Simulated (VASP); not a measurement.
Wanted: the native input for a VASP 6.6.1 run.

| Item | Value |
| --- | --- |
| Task | relaxation of cell and atoms |
| Functional | PBE |
| Dispersion | D3(BJ) |
| Potentials or basis | VASP PAW PBE potentials, release 64 (Te, Mo_sv) |
| Cutoff | 600 eV |
| k mesh | 9 × 9 × 2 |
| Occupations | gaussian, width 0.03 eV |
| Spin | no spin polarisation |
| Further INCAR settings | ALGO = Normal; EDIFF = 1e-07; IBRION = 2; EDIFFG = -0.005; NSW = 90; ISIF = 3 |

The structure of Te2Mo lies in POSCAR:

```
Te2Mo                                   
1.0
    3.4956786070     -0.0000000000      0.0000000000
   -1.7478393035      3.0273464772     -0.0000000000
   -0.0000000000     -0.0000000000     13.6948374266
  Te              Mo            
     4     2
Direct
     0.3333333332999970    0.6666666667000030    0.6172428416304346
     0.6666666667000030    0.3333333332999970    0.1172428416304346
     0.3333333332999970    0.6666666667000030    0.8827571583695654
     0.6666666667000030    0.3333333332999970    0.3827571583695654
     0.3333333332999970    0.6666666667000030    0.2500000000000000
     0.6666666667000030    0.3333333332999970    0.7500000000000000
```

These files were run (other wordings do the same):

INCAR

```
SYSTEM = Te2Mo
ALGO     = Normal         ! electronic algorithm
EDIFF    = 1E-7           ! SCF threshold, eV
EDIFFG   = -0.005         ! ionic threshold
ENCUT    = 600            ! plane-wave cutoff, eV
GGA      = PE             ! functional
IBRION   = 2              ! ionic algorithm
ISIF     = 3              ! what is computed and relaxed
ISMEAR   = 0              ! smearing method
IVDW     = 12             ! dispersion correction
KPAR     = 4            
LASPH    = .True.         ! aspherical terms in the spheres
LCHARG   = .False.        ! write CHGCAR
LREAL    = .False.        ! projectors in reciprocal space
LWAVE    = .False.        ! write WAVECAR
NELM     = 80             ! most SCF steps
NSW      = 90             ! ionic steps
PREC     = Accurate       ! precision mode
SIGMA    = 0.03           ! smearing width, eV
```

KPOINTS

```
k-points
0
Gamma
  9 9 2
  0 0 0
```

Potentials or basis: VASP PAW PBE potentials, release 64 (Te, Mo_sv).

Run with:

```bash
$ cat potpaw_PBE.64/Te/POTCAR potpaw_PBE.64/Mo_sv/POTCAR > POTCAR
$ mpirun -np 4 vasp_std > vasp.out
```

It gave:

| Property | Result |
| --- | --- |
| Pressure after relaxing | 0.0 GPa |
| Largest force after relaxing | 0.003 eV/Å |
| Band gap on the k mesh | 0.67 eV, indirect (least direct gap 1.03 eV) |
| Dispersion energy per atom | -0.554 eV |

Caveat: the relaxation stopped at its first step, so nothing moved; spin-orbit coupling is left out, which moves the levels of the heavy elements; an odd mesh through Γ misses points on the zone boundary, where band edges often lie.

Run time: 69 s on 4 MPI ranks on Intel(R) Xeon(R) Platinum 8488C (Sapphire Rapids), on a shared host, peak memory 0.35 GiB a rank.
